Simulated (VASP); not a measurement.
# Li (Im-3m) in VASP: notebook

Runs on Li. Level: PBE+D3(BJ). Tasks: single point, relaxation of cell and atoms.

All numbers are computed with VASP 6.6.1; they aren't measurements. Logs are shortened: lines on timing, memory, paths and dates and some standing lists are left out, and cuts for length are marked.

## Step 1: Starting point

The structure is cubic, space group Im-3m (No. 229). The conventional cell has a = 3.321 Å, b = 3.321 Å, c = 3.321 Å, α = 90.00°, β = 90.00°, γ = 90.00°. Li (site symmetry m-3m) is surrounded by 8 Li at 2.88 Å.

## Step 2: Single point, PBE+D3(BJ)

The input, INCAR:

```
SYSTEM = Li
ALGO = Normal
EDIFF = 1E-6
ENCUT = 520
GGA = PE
ISIF = 2
ISMEAR = 0
IVDW = 12
LASPH = .True.
LCHARG = .False.
LREAL = .False.
LWAVE = .False.
NBANDS = 8
NELM = 100
PREC = Accurate
SIGMA = 0.1
```

The input, KPOINTS:

```
k-points
0
Gamma
  18 18 18
  0 0 0
```

The input, POSCAR:

```
Li
1.0
   -1.6605382390      1.6605382390      1.6605382390
    1.6605382390     -1.6605382390      1.6605382390
    1.6605382390      1.6605382390     -1.6605382390
Li
1
Direct
    0.0000000000      0.0000000000      0.0000000000
```

Potentials or basis: VASP PAW PBE potentials, release 64 (Li_sv).

Launch:

```sh
cat potpaw_PBE.64/Li_sv/POTCAR > POTCAR
mpirun -np 1 vasp_std > vasp.out
```

OUTCAR:

```text
SYSTEM = Li
   EDIFF = 1E-6
   ENCUT = 520
   GGA = PE
   ISIF = 2
   ISMEAR = 0
   IVDW = 12
   LASPH = .True.
   LREAL = .False.
   NELM = 100
   PREC = Accurate
 IVDW          = 12

 ion  position               nearest neighbor table
   1  0.000  0.000  0.000-

  LATTYP: Found a body centered cubic cell.
 ALAT       =     3.3210764780

  Lattice vectors:

 A1 = (  -1.6605382390,   1.6605382390,   1.6605382390)
 A2 = (   1.6605382390,  -1.6605382390,   1.6605382390)
 A3 = (   1.6605382390,   1.6605382390,  -1.6605382390)

Analysis of symmetry for initial positions (statically):
=====================================================================
 Subroutine PRICEL returns:
 Original cell was already a primitive cell.

 Routine SETGRP: Setting up the symmetry group for a
 body centered cubic supercell.

 Subroutine GETGRP returns: Found 48 space group operations
 (whereof 48 operations were pure point group operations)
 out of a pool of 48 trial point group operations.

The static configuration has the point symmetry O_h .

Analysis of symmetry for dynamics (positions and initial velocities):
=====================================================================
 Subroutine PRICEL returns:
 Original cell was already a primitive cell.

 Routine SETGRP: Setting up the symmetry group for a
 body centered cubic supercell.

 Subroutine GETGRP returns: Found 48 space group operations
 (whereof 48 operations were pure point group operations)
 out of a pool of 48 trial point group operations.

The dynamic configuration has the point symmetry O_h .

 Subroutine INISYM returns: Found 48 space group operations
 (whereof 48 operations are pure point group operations),
 and found     1 'primitive' translations

----------------------------------------------------------------------------------------

                                     Primitive cell

  volume of cell :      18.3150

  direct lattice vectors                    reciprocal lattice vectors
    -1.660538239  1.660538239  1.660538239     0.000000000  0.301107188  0.301107188
     1.660538239 -1.660538239  1.660538239     0.301107188  0.000000000  0.301107188
     1.660538239  1.660538239 -1.660538239     0.301107188  0.301107188  0.000000000

  length of vectors
     2.876136598  2.876136598  2.876136598     0.425829869  0.425829869  0.425829869

  position of ions in fractional coordinates (direct lattice)
     0.000000000  0.000000000  0.000000000

  ion indices of the primitive-cell ions
   primitive index   ion index
                 1           1

----------------------------------------------------------------------------------------

 KPOINTS: k-points

Automatic generation of k-mesh.
 Grid dimensions read from file:
 generate k-points for:   18   18   18

 Generating k-lattice:

  Cartesian coordinates                     Fractional coordinates (reciprocal lattice)
     0.000000000  0.016728177  0.016728177     0.055555556  0.000000000  0.000000000
     0.016728177  0.000000000  0.016728177     0.000000000  0.055555556  0.000000000
     0.016728177  0.016728177  0.000000000     0.000000000  0.000000000  0.055555556

  Length of vectors
     0.023657215  0.023657215  0.023657215

  Shift w.r.t. Gamma in fractional coordinates (k-lattice)
     0.000000000  0.000000000  0.000000000

 Subroutine IBZKPT returns following result:
 ===========================================

 Found    195 irreducible k-points:

 Following reciprocal coordinates:
            Coordinates               Weight
  0.000000  0.000000  0.000000      1.000000
  0.055556  0.000000  0.000000     12.000000
  0.111111  0.000000  0.000000     12.000000
  0.166667  0.000000  0.000000     12.000000
  0.222222  0.000000  0.000000     12.000000
  0.277778  0.000000  0.000000     12.000000
[... 16 lines left out ...]
  0.333333  0.111111  0.000000     48.000000
  0.388889  0.111111  0.000000     48.000000
 [... further k-points ...]
   k-points           NKPTS =    195   k-points in BZ     NKDIM =    195   number of bands    NBANDS=      8
   number of dos      NEDOS =    301   number of ions     NIONS =      1
   total plane-waves  NPLWV =  13824
   dimension x,y,z NGX =    24 NGY =   24 NGZ =   24
   dimension x,y,z NGXF=    48 NGYF=   48 NGZF=   48
   ions per type =               1
   NGX,Y,Z   is equivalent  to a cutoff of  13.87, 13.87, 13.87 a.u.
   NGXF,Y,Z  is equivalent  to a cutoff of  27.74, 27.74, 27.74 a.u.
 SYSTEM =  Li
   PREC   = accura    normal or accurate (medium, high low for compatibility)
   ISTART =      0    job   : 0-new  1-cont  2-samecut
   ICHARG =      2    charge: 1-file 2-atom 10-const
   ISPIN  =      1    spin polarized calculation?
   LNONCOLLINEAR =      F non collinear calculations
   LSORBIT =      F    spin-orbit coupling
   LASPH  =      T    aspherical Exc in radial PAW
   ENCUT  =  520.0 eV  38.22 Ry    6.18 a.u.   5.35  5.35  5.35*2*pi/ulx,y,z
   NELM   =    100;   NELMIN=  2; NELMDL= -5     # of ELM steps
   EDIFF  = 0.1E-05   stopping-criterion for ELM
   LREAL  =      F    real-space projection
   EDIFFG = 0.1E-04   stopping-criterion for IOM
   NSW    =      0    number of steps for IOM
   IBRION =     -1    ionic relax: 0-MD 1-quasi-New 2-CG
   NFREE  =      0    steps in history (QN), initial steepest desc. (CG)
   ISIF   =      2    stress and relaxation
   ISYM   =      2    0-nonsym 1-usesym 2-fastsym
   POTIM  = 0.5000    time-step for ionic-motion
   TEBEG  =    0.0;   TEEND  =   0.0 temperature during run
   PSTRESS=    0.0 pullay stress
   NELECT =       3.0000    total number of electrons
   NUPDOWN=      -1.0000    fix difference up-down
   EMIN   =  10.00;   EMAX   =-10.00  energy-range for DOS
   EFERMI =   0.00;   METHOD = LEGACY
   ISMEAR =     0;   SIGMA  =   0.10  broadening in eV -4-tet -1-fermi 0-gaus
   EFERMI_NEDOS =   21; number of points for ismear=-14 and -15
   IALGO  =     38    algorithm
   IMIX   =      4    mixing-type and parameters
     AMIX     =   0.40;   BMIX     =  1.00
     AMIX_MAG =   1.60;   BMIX_MAG =  1.00
  volume/ion in A,a.u.               =      18.31       123.60
  Fermi-wavevector in a.u.,A,eV,Ry     =   0.895735  1.692694 10.916523  0.802342
  Thomas-Fermi vector in A             =   2.018105
   LORBIT       =      0    0 simple, 1 ext, 2 COOP (PROOUT), +10 PAW based schemes
   GGA     = PE    functional components
   LHFCALC =     F    Hartree Fock is set to
   AEXX    =    0.0000 exact exchange contribution
   IVDW    =    12    specifies the selected vdW correction
   LEPSILON=     F    determine dielectric tensor
   LRPA    =     F    only Hartree local field effects (RPA)
 non-spin polarized calculation
 Gauss-broadening in eV      SIGMA  =   0.10
  energy-cutoff  :      520.00
  volume of cell :       18.31
 maximum number of plane-waves:       531
 NGX is ok and might be reduce to    24
   NGX = 11   NGY = 11   NGZ = 11

 number of electron       3.0000002 magnetization

 Free energy of the ion-electron system (eV)
  ---------------------------------------------------
  ext. energy  EPLUGINS =         0.00000000
  ---------------------------------------------------
  free energy    TOTEN  =        -1.89634032 eV

  energy without entropy =       -1.89383112  energy(sigma->0) =       -1.89508572

 E-fermi :   0.9286     XC(G=0):  -7.2958

 val. band max:        0.9064366563   @ k =   0.2778   0.2222   0.0000
 cond. band min:       0.9538013531   @ k =   0.3333   0.1667   0.0000
 fundamental gap:      0.0473646967
 Fermi energy:         0.9285950735

 k-point     1 :       0.0000    0.0000    0.0000
  band No.  band energies     occupation
      1     -45.4395      2.00000
      2      -2.7683      2.00000
      3      16.6238      0.00000
      4      16.6238      0.00000
      5      16.6238      0.00000
      6      21.6101      0.00000
      7      21.6101      0.00000
      8      21.6102      0.00000

 k-point     2 :       0.0556    0.0000    0.0000
  band No.  band energies     occupation
      1     -45.4384      2.00000
      2      -2.7074      2.00000
      3      16.1943      0.00000
      4      16.2893      0.00000
      5      16.5096      0.00000
      6      20.5273      0.00000
      7      20.7111      0.00000
      8      21.9084      0.00000

 k-point     3 :       0.1111    0.0000    0.0000
  band No.  band energies     occupation
      1     -45.4359      2.00000
      2      -2.5262      2.00000
      3      14.9073      0.00000
      4      15.5442      0.00000
      5      16.1808      0.00000
      6      19.4495      0.00000
      7      19.5178      0.00000
      8      21.4644      0.00000

 k-point     4 :       0.1667    0.0000    0.0000
  band No.  band energies     occupation
      1     -45.4321      2.00000
      2      -2.2238      2.00000
      3      13.1038      0.00000
      4      14.7108      0.00000
      5      15.6972      0.00000
      6      18.4477      0.00000
      7      18.9866      0.00000
      8      21.4145      0.00000

 k-point     5 :       0.2222    0.0000    0.0000
  band No.  band energies     occupation
      1     -45.4273      2.00000
      2      -1.8003      2.00000
      3      11.1897      0.00000
      4      13.9329      0.00000
      5      15.1536      0.00000
      6      17.5337      0.00000
      7      18.8460      0.00000
      8      21.6937      0.00000

 k-point     6 :       0.2778    0.0000    0.0000
  band No.  band energies     occupation
      1     -45.4223      2.00000
      2      -1.2589      2.00000
      3       9.3475      0.00000
      4      13.2664      0.00000
      5      14.6342      0.00000
      6      16.7830      0.00000
      7      18.8807      0.00000
      8      22.2285      0.00000

 k-point     7 :       0.3333    0.0000    0.0000
  band No.  band energies     occupation
      1     -45.4176      2.00000
      2      -0.6099      2.00000
      3       7.6549      0.00000
      4      12.7350      0.00000
      5      14.1938      0.00000
      6      16.1980      0.00000
      7      19.0183      0.00000
      8      22.9588      0.00000
[... 133 lines left out ...]
 k-point    20 :       0.1667    0.1111    0.0000
  band No.  band energies     occupation
      1     -45.4255      2.00000
      2      -1.6166      2.00000
      3      11.1823      0.00000
      4      12.5608      0.00000
      5      14.2704      0.00000
      6      18.7917      0.00000
      7      19.1056      0.00000
      8      21.9156      0.00000

 k-point    21 :       0.2222    0.1111    0.0000
  band No.  band energies     occupation
      1     -45.4208      2.00000
      2      -1.0721      2.00000
      3       9.3791      0.00000
      4      11.9110      0.00000
      5      13.6953      0.00000
      6      18.6137      0.00000
      7      19.0805      0.00000
      8      22.4103      0.00000

 k-point    22 :       0.2778    0.1111    0.0000
  band No.  band energies     occupation
      1     -45.4164      2.00000
      2      -0.4174      2.00000
      3       7.7002      0.00000
      4      11.4014      0.00000
      5      13.2233      0.00000
      6      18.2941      0.00000
      7      19.2872      0.00000
      8      23.0414      0.00000

 k-point    23 :       0.3333    0.1111    0.0000
  band No.  band energies     occupation
      1     -45.4128      2.00000
      2       0.3182      2.00000
      3       6.2171      0.00000
      4      11.0337      0.00000
      5      12.8751      0.00000
      6      18.0139      0.00000
      7      19.5672      0.00000
      8      23.7585      0.00000

 k-point    24 :       0.3889    0.1111    0.0000
  band No.  band energies     occupation
      1     -45.4104      2.00000
      2       1.0324      0.14198
      3       5.0492      0.00000
      4      10.8118      0.00000
      5      12.6625      0.00000
      6      17.8322      0.00000
      7      19.8104      0.00000
      8      24.5123      0.00000

 [... further k-points ...]

------------------------ aborting loop because EDIFF is reached ----------------------------------------

 Edisp (eV)   -0.18708

 E8    (eV) :    -0.0777

  FORCE on cell =-STRESS in cart. coord.  units (eV):
  Direction    XX          YY          ZZ          XY          YZ          ZX
  --------------------------------------------------------------------------------------
  -------------------------------------------------------------------------------------
  Total      -0.00969    -0.00969    -0.00969    -0.00000     0.00000    -0.00000
  in kB      -0.84799    -0.84799    -0.84799    -0.00000     0.00000    -0.00000
  external pressure =       -0.85 kB  Pullay stress =        0.00 kB

 VOLUME and BASIS-vectors are now :
 -----------------------------------------------------------------------------
  energy-cutoff  :      520.00
  volume of cell :       18.31
      direct lattice vectors                 reciprocal lattice vectors
    -1.660538239  1.660538239  1.660538239     0.000000000  0.301107188  0.301107188
     1.660538239 -1.660538239  1.660538239     0.301107188  0.000000000  0.301107188
     1.660538239  1.660538239 -1.660538239     0.301107188  0.301107188  0.000000000

 POSITION                                       TOTAL-FORCE (eV/Angst)
 -----------------------------------------------------------------------------------
      0.00000      0.00000      0.00000        -0.000000      0.000000     -0.000000
 -----------------------------------------------------------------------------------
    total drift:                               -0.000000     -0.000000      0.000000

  FREE ENERGIE OF THE ION-ELECTRON SYSTEM (eV)
  ---------------------------------------------------
  free  energy   TOTEN  =        -2.0834225496 eV

  energy  without entropy=       -2.0809133542  energy(sigma->0) =       -2.08216795
```

It took 14 s on 1 thread of AMD EPYC 9R45 (Zen 5), shared host; peak memory 0.12 GiB.

Results:

```
Free energy                : -2.0834 eV
Band gap on the k mesh     : none (metal or under the smearing width)
Dispersion energy per atom : -0.187 eV
```

Levels at points of the mesh, in eV from the Fermi level:
```
           k point  band 1  band 2  band 3  band 4  band 5
(0.00, 0.00, 0.00)  -46.37   -3.70   15.70   15.70   15.70
(0.50, 0.00, 0.00)  -46.34    0.21    3.60   11.11   12.66
(0.50, 0.50, 0.50)  -46.32    5.89    5.89    5.89    8.23
```

Caveat: the cutoff is under 1.25 times the usual one of these potentials, so pressure, stress and relaxed cells hold a basis-set (Pulay) error; pairwise dispersion overbinds metals, which lowers pressure and volume.

## Step 3: Relaxation of cell and atoms, PBE+D3(BJ)

This run uses another cell than the first one, of 20.34 Å³/atom, 1.111 times its volume.

The input, INCAR:

```
SYSTEM = Li
  PREC = Accurate
  ENCUT = 600
  EDIFF = 1E-7
  ISMEAR = 0
  SIGMA = 0.1
  LREAL = .FALSE.
  LASPH = .TRUE.
  NELM = 100
  ALGO = Fast
  ISIF = 3
  LWAVE = .FALSE.
  LCHARG = .FALSE.
  GGA = PE
  IVDW = 12
  IBRION = 2
  NSW = 100
  EDIFFG = -0.002
```

The input, KPOINTS:

```
Automatic mesh
0
G
  18 18 18
  0 0 0
```

The input, POSCAR:

```
Li
1.0
   -1.7196562300      1.7196562300      1.7196562300
    1.7196562300     -1.7196562300      1.7196562300
    1.7196562300      1.7196562300     -1.7196562300
Li
1
Direct
    0.0000000000      0.0000000000      0.0000000000
```

Potentials or basis: VASP PAW PBE potentials, release 64 (Li_sv).

Launch:

```sh
cat potpaw_PBE.64/Li_sv/POTCAR > POTCAR
mpirun -np 1 vasp_std > vasp.out
```

It took 52 s on 1 thread of AMD EPYC 9R45 (Zen 5), shared host; peak memory 0.13 GiB.

The run converged. Its results:

```
Free energy                            : -2.0858 eV
Relaxed volume                         : 18.11 Å³/atom
Relaxed cell                           : a = 2.865 Å, b = 2.865 Å, c = 2.865 Å, α = 109.47°, β = 109.47°, γ = 109.47°
Space group after relaxing (to 0.05 Å) : Im-3m (No. 229)
Energy gained by relaxing              : 11.4 meV/atom
Ionic steps                            : 5
Pressure after relaxing                : 0.0 GPa
Band gap on the k mesh                 : none (metal or under the smearing width)
Dispersion energy per atom             : -0.189 eV
```

The path:
```tsv
step	energy change (eV)	largest force (eV/Å)	pressure (GPa)	volume (Å³)
1	0.0000	0.0000	-1.48	20.34
2	-0.0046	0.0000	-1.20	19.79
3	-0.0112	0.0000	-0.24	18.37
4	-0.0114	0.0000	0.02	18.06
5	-0.0114	0.0000	-0.01	18.11
```

Final structure:
```cif
data_structure
_symmetry_space_group_name_H-M 'P 1'
_symmetry_Int_Tables_number 1
_cell_length_a 2.8652
_cell_length_b 2.8652
_cell_length_c 2.8652
_cell_angle_alpha 109.471
_cell_angle_beta 109.471
_cell_angle_gamma 109.471
_cell_volume 18.11
loop_
_atom_site_label
_atom_site_type_symbol
_atom_site_fract_x
_atom_site_fract_y
_atom_site_fract_z
_atom_site_occupancy
Li1 Li 0.00000 0.00000 0.00000 1
```

Levels at points of the mesh, in eV from the Fermi level:
```
           k point  band 1  band 2  band 3  band 4  band 5
(0.00, 0.00, 0.00)  -46.34   -3.71   15.82   15.82   15.82
(0.50, 0.00, 0.00)  -46.31    0.21    3.64   11.20   12.76
(0.50, 0.50, 0.50)  -46.29    5.94    5.94    5.94    8.29
```

Caveat: the cutoff is under 1.25 times the usual one of these potentials, so pressure, stress and relaxed cells hold a basis-set (Pulay) error; pairwise dispersion overbinds metals, which lowers pressure and volume.

## Step 4: Single point, PBE+D3(BJ)

The input, INCAR:

```
ALGO = Normal
EDIFF = 1E-6
ENCUT = 520
GGA = PE
ISIF = 2
ISMEAR = 0
IVDW = 12
LASPH = T
LCHARG = F
LREAL = F
LWAVE = F
NBANDS = 8
NELM = 100
PREC = Accurate
SIGMA = 0.1
```

The input, KPOINTS:

```
k-points
0
Gamma
  18 18 18
```

The input, POSCAR:

```
Li
1.0
   -1.6605382390      1.6605382390      1.6605382390
    1.6605382390     -1.6605382390      1.6605382390
    1.6605382390      1.6605382390     -1.6605382390
Li
1
Direct
    0.0000000000      0.0000000000      0.0000000000
```

Launch:

```sh
cat potpaw_PBE.64/Li_sv/POTCAR > POTCAR
mpirun -np 1 vasp_std > vasp.out
```

Wall time 14 s (1 thread of AMD EPYC 9R45 (Zen 5), shared host); peak memory 0.12 GiB.

Results (log left out):

```yaml
Free_energy: -2.0834 eV
Band_gap_on_the_k_mesh: none (metal or under the smearing width)
Dispersion_energy_per_atom: -0.187 eV
```

Levels at points of the mesh, in eV from the Fermi level:
```tsv
k point	band 1	band 2	band 3	band 4	band 5	band 6
(0.00, 0.00, 0.00)	-46.37	-3.70	15.70	15.70	15.70	20.68
(0.50, 0.00, 0.00)	-46.34	0.21	3.60	11.11	12.66	14.52
(0.50, 0.50, 0.50)	-46.32	5.89	5.89	5.89	8.23	8.23
```

Caveat: the cutoff is under 1.25 times the usual one of these potentials, so pressure, stress and relaxed cells hold a basis-set (Pulay) error; pairwise dispersion overbinds metals, which lowers pressure and volume.

## Step 5: Relaxation of cell and atoms, PBE+D3(BJ)

The input, INCAR:

```
SYSTEM = Li
  PREC = Accurate
  ENCUT = 600
  EDIFF = 1E-6
  ISMEAR = 0
  SIGMA = 0.1
  LREAL = .FALSE.
  LASPH = .TRUE.
  NELM = 100
  ALGO = Normal
  ISIF = 3
  LWAVE = .FALSE.
  LCHARG = .FALSE.
  GGA = PE
  IVDW = 12
  IBRION = 2
  NSW = 100
  EDIFFG = -0.002
```

The input, KPOINTS:

```
regular mesh
0
G
  18 18 18
  0 0 0
```

POSCAR is that of step 4.

Launch:

```sh
cat potpaw_PBE.64/Li_sv/POTCAR > POTCAR
mpirun -np 1 vasp_std > vasp.out
```

Run time: 20 s. Hardware: 1 thread of AMD EPYC 9R45 (Zen 5), shared host; peak memory 0.12 GiB.

The run converged. Its results:

```
Free energy                            : -2.0833 eV
Relaxed volume                         : 18.17 Å³/atom
Relaxed cell                           : a = 2.868 Å, b = 2.868 Å, c = 2.868 Å, α = 109.47°, β = 109.47°, γ = 109.47°
Space group after relaxing (to 0.05 Å) : Im-3m (No. 229)
Energy gained by relaxing              : 0.1 meV/atom
Ionic steps                            : 4
Pressure after relaxing                : 0.0 GPa
Band gap on the k mesh                 : none (metal or under the smearing width)
Dispersion energy per atom             : -0.189 eV
```

Final structure:
```cif
data_structure
_symmetry_space_group_name_H-M 'P 1'
_symmetry_Int_Tables_number 1
_cell_length_a 2.8685
_cell_length_b 2.8685
_cell_length_c 2.8685
_cell_angle_alpha 109.471
_cell_angle_beta 109.471
_cell_angle_gamma 109.471
_cell_volume 18.17
loop_
_atom_site_label
_atom_site_type_symbol
_atom_site_fract_x
_atom_site_fract_y
_atom_site_fract_z
_atom_site_occupancy
Li1 Li 0.00000 0.00000 0.00000 1
```

Levels at points of the mesh, in eV from the Fermi level:
| k point | band 1 | band 2 | band 3 | band 4 | band 5 |
| --- | --- | --- | --- | --- | --- |
| (0.00, 0.00, 0.00) | -46.35 | -3.71 | 15.79 | 15.79 | 15.79 |
| (0.50, 0.00, 0.00) | -46.32 | 0.21 | 3.63 | 11.17 | 12.73 |
| (0.50, 0.50, 0.50) | -46.30 | 5.92 | 5.92 | 5.92 | 8.27 |

Caveat: the cutoff is under 1.25 times the usual one of these potentials, so pressure, stress and relaxed cells hold a basis-set (Pulay) error; pairwise dispersion overbinds metals, which lowers pressure and volume.
